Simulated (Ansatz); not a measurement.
**SrO (P6_3mc): short molecular-dynamics run in Python**

How do the atoms of SrO (P6_3mc) move over a short run? A script is to give a short molecular-dynamics run; the system is SrO (P6_3mc).

All numbers are computed with the Python package of Ansatz 0.2.0. Level of theory: DFT LDA, plane waves, PAW.

### Step 1. Starting point

It takes space group P6_3mc (No. 186, hexagonal). The conventional cell has a = 4.275 Å, b = 4.275 Å, c = 5.156 Å, α = 90.00°, β = 90.00°, γ = 120.00°. Sr (site symmetry 3m) is surrounded by 5 O at 2.47 to 2.58 Å. Around O (site symmetry 3m) lie 5 Sr at 2.47 to 2.58 Å.

No structure file is read: the coordinates are typed or built in the script.

### Step 2. Script

md_sro.py

```python
# -*- coding: utf-8 -*-
'''A few tens of MD steps for SrO.'''

import ansatz as az
from ase import Atoms
from ase.neighborlist import neighbor_list
import numpy as np

structure = (
    az.Lattice.of([4.275466, 0.0, 0.0], [-2.137733, 3.702662, 0.0], [0.0, 0.0, 5.155595])
    .atom('Sr', [1 / 3, 2 / 3, 0.938128])
    .atom('Sr', [2 / 3, 1 / 3, 0.438128])
    .atom('O', [1 / 3, 2 / 3, 0.436872])
    .atom('O', [2 / 3, 1 / 3, 0.936872])
)

# a small cell and a short run: a test of the set-up, no statistics
setup = (
    structure.supercell(1, 2, 1).calculation()
    .functional(az.Functional.LDA)
    .pseudopotentials('paw')
    .basis(470)  # plane waves up to this kinetic energy
    .kpoints(mesh=(2, 2, 2))  # the mesh must be finer for metals
    .occupations('fixed')
    .scf(tolerance=1e-08)
    .md('nvt_nose_hoover', timestep=1.0, steps=25, temperature=500, thermostat_time=100, initial_velocities='maxwell_boltzmann', seed=709)
)
steps = []


def collect(event):
    if event['event'] == 'md_step':
        steps.append(event['data'])


done = setup.session().plan().execute(on_event=collect)
report = done.report

print(' step   t (fs)     E_pot (eV)   E_kin (eV)    T (K)')
for s in steps[::2]:
    print(f'{s["step"]:5d} {s["time_fs"]:8.1f} {s["lagrangian_ev"]:14.4f} {s["e_kin_ev"]:12.4f} {s["temperature_k"]:8.1f}')

temperature = np.array([s['temperature_k'] for s in steps])
print(f'mean temperature of the second half {temperature[len(steps) // 2 :].mean():.1f} K')

track = np.array([s['positions_ang'] for s in steps])
names = np.array([site.symbol for site in done.lattice.sites])
for name in sorted(set(names)):
    msd = ((track[:, names == name] - track[0, names == name]) ** 2).sum(axis=2).mean(axis=1)
    print(f'mean square displacement of {name} (A^2):', np.round(msd[:: max(len(msd) // 6, 1)], 4))

kept = np.array([s['conserved_ev'] for s in steps], float)
print(f'conserved energy drifts by {1000 * (kept[-1] - kept[0]) / len(done.lattice.sites):+.3f} meV/atom')

symbols = [site.symbol for site in done.lattice.sites]
pairs = np.concatenate([neighbor_list('d', Atoms(symbols, positions=s['positions_ang'], cell=done.lattice.cell_ang, pbc=True), 4.5) for s in steps[len(steps) // 2 :]])
counts, edges = np.histogram(pairs, bins=np.arange(0.5, 4.51, 0.25))
for low, count in zip(edges, counts / (len(symbols) * len(steps[len(steps) // 2 :]))):
    print(f'{low:4.2f}-{low + 0.25:4.2f} A  {count:6.2f} neighbours an atom')
```

### Step 3. Launch

Command:

```sh
> python md_sro.py
```

Without the output at hand: what should come out? Wanted: free energy; mean temperature, second half; farthest move; largest change of the conserved energy.

**Answer**, as computed:

| quantity | value |
| --- | --- |
| free energy | -16009.9062 eV (of the supercell) |
| length of the run | 25 steps, 25 fs |
| mean temperature, second half | 235 K |
| farthest move | 0.16 Å |
| largest change of the conserved energy | 0.03 meV/atom |

In words: The temperature swings between 149 and 500 K, with a mean of 235 K in the second half; from a start near a minimum about half of the kinetic energy passes into potential energy. The conserved energy stays within 0.03 meV/atom, so the time step holds. 25 fs show the first vibrations only, not equilibrium. Caveats:
- The conserved energy holds the terms of thermostat and barostat.
- The k-point mesh is coarse, and energy and stress weren't tested for convergence.
- Within a few hundredths of an angstrom the cell has the higher group P6_3/mmc; the lower one is a small distortion.
- This cell is a computed structure, which may not be the phase found in nature.
- A small cell, a coarse mesh and a very short run: it shows the set-up and gives no equilibrium averages.
